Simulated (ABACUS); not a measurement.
## Ge under changes of volume

One of the cells (22.639 Å³/atom); the others are scaled copies at fixed shape and fractional positions:

```
Ge
1.0
     0.00000    2.82891    2.82891
     2.82891    0.00000    2.82891
     2.82891    2.82891    0.00000
Ge
2
Direct
  0.75000 0.75000 0.75000
  0.50000 0.50000 0.50000
```

* Program: ABACUS 3.10.1
* Functional: PBE
* Potentials or basis: PseudoDojo NC SR 0.4.1 PBE standard
* Cutoff: 1075 eV
* Density cutoff: 4299 eV
* Basis: plane waves
* k mesh: 8 × 8 × 8
* Occupations: fermi-dirac, width 0.05 eV
* Spin: no spin polarisation

| volume (Å³/atom) | energy over the lowest point (meV/atom) | pressure (GPa) |
| --- | --- | --- |
| 21.281 | ? | ? |
| 21.733 | 44.71 | 7.1 |
| 22.186 | 27.21 | 5.3 |
| 22.639 | 14.50 | 3.7 |
| 23.092 | 5.93 | 2.3 |
| 23.545 | 1.23 | 1.0 |
| 23.997 | 0.00 | -0.1 |

Task: What does the run at 21.281 Å³/atom give?

Result: Energy over the lowest point 67.66 meV/atom; pressure 9.1 GPa.

Worked out: A Birch-Murnaghan fit of order 3 (a polynomial in V^(-2/3)) to the other rows has its minimum at 23.94 Å³/atom with B0 = V·E''(V) = 59 GPa and B' = 4.3. It gives 67.32 meV/atom at 21.281 Å³/atom, against the run's 67.66, and -dE/dV = 9.0 GPa, against 9.1.

Energies are extrapolated to zero smearing.
